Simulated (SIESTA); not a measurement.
# Ge under changes of volume

One of the cells (22.639 Å³/atom); the others are scaled copies at fixed shape and fractional positions:

```xyz
2
Lattice="0.0000 2.8289 2.8289 2.8289 0.0000 2.8289 2.8289 2.8289 0.0000" Properties=species:S:1:pos:R:3 pbc="T T T"
Ge    4.2434    4.2434    4.2434
Ge    2.8289    2.8289    2.8289
```

* Program: SIESTA 5.4.2
* Functional: PBE
* Potentials or basis: PseudoDojo 0.4 standard (PBE files)
* Basis: TZDP (energy shift 0.01 Ry)
* Grid cutoff: 800 Ry
* Energy shift: 0.01 Ry
* k mesh: 8 × 8 × 8
* Occupations: fermi-dirac, width 0.05 eV
* Spin: no spin polarisation

```tsv
volume (Å³/atom)	energy over the lowest point (meV/atom)	pressure (GPa)
21.281	95.44	11.7
21.733	65.96	9.1
22.186	?	?
22.639	25.02	5.6
23.092	11.90	3.7
23.545	3.54	2.1
23.997	0.00	0.5
```

Problem. What does the run at 22.186 Å³/atom give?

Solution. Energy over the lowest point 43.34 meV/atom; pressure 7.2 GPa.

Worked out: A Birch-Murnaghan fit of order 3 (a polynomial in V^(-2/3)) to the other rows has its minimum at 24.20 Å³/atom, just outside them, with B0 = V·E''(V) = 74 GPa and B' = 3.1. It gives 42.73 meV/atom at 22.186 Å³/atom, against the run's 43.34, and -dE/dV = 7.3 GPa, against 7.2.

Energies are extrapolated to zero smearing.

Caveats: semicore shells carry a single zeta, which can move pressures by several GPa and volumes by a few percent; the basis of atomic orbitals isn't converged, which shifts pressures, moduli and gaps.
